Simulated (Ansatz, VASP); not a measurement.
## Pb in VASP and in Ansatz

Contents of INCAR:

```
PREC     = Accurate       # precision mode
ENCUT    = 520            # plane-wave cutoff, eV
EDIFF    = 1E-7           # SCF threshold, eV
ISMEAR   = -1             # smearing method
SIGMA    = 0.05           # smearing width, eV
LREAL    = False          # projectors in reciprocal space
LASPH    = True           # aspherical terms in the spheres
NELM     = 80             # most SCF steps
ALGO     = Normal         # electronic algorithm
ISIF     = 2              # what is computed and relaxed
LWAVE    = False          # write WAVECAR
LCHARG   = False          # write CHGCAR
GGA      = PE             # functional
NBANDS   = 21             # bands
```

KPOINTS

```
Automatic mesh
0
Gamma
  12 12 7
```

File POSCAR:

```
Pb
1.0
    3.4800006906      0.0000000000      0.0000000000
   -1.7400003453      3.0137690032      0.0000000000
    0.0000000000      0.0000000000      5.5900000000
Pb
2
Direct
    0.3333333333      0.6666666667      0.2500000000
    0.6666666667      0.3333333333      0.7500000000
```

Input for Ansatz:

```yaml
crystal:
  lattice:
    - [3.4800006906, 0.0, 0.0]
    - [-1.7400003453, 3.0137690032, 0.0]
    - [0.0, 0.0, 5.59]
  atoms:
    - { symbol: Pb, position: [0.3333333333, 0.6666666667, 0.25] }
    - { symbol: Pb, position: [0.6666666667, 0.3333333333, 0.75] }
kpoints:
  mp_grid: { grid: [12, 12, 7] }
scf:
  occupations: { method: fermi_dirac, width: 0.05 }
hamiltonian:
  xc: pbe
  pseudopotentials: { kind: all_electron, lapw: { basis_error: 0.03 } }
output:
  forces: true
  stress: true
  eigenvalues: true
```

Alike in both runs: task single point; functional PBE; k mesh 12 × 12 × 7; occupations fermi-dirac, width 0.05 eV; no spin polarisation.

```csv
,VASP,Ansatz
version,VASP 6.6.1,Ansatz 0.2.0
potentials or method,"VASP PAW PBE potentials, release 64 (Pb_d)","all-electron LAPW, scalar-relativistic"
plane-wave cutoff (eV),520,see its input
```

VASP gave:

| Property | Result |
| --- | --- |
| pressure (GPa) | 3.9 |
| largest component of the traceless stress (GPa) | 0.15 |

Question: Which values does Ansatz return?

Answer: Pressure (GPa): 4.0; largest component of the traceless stress (GPa): 0.12.

Ansatz ran all-electron here, so the differences hold the error of VASP's frozen core and of both bases.

Spin-orbit coupling is left out, which matters for the levels of Pb.
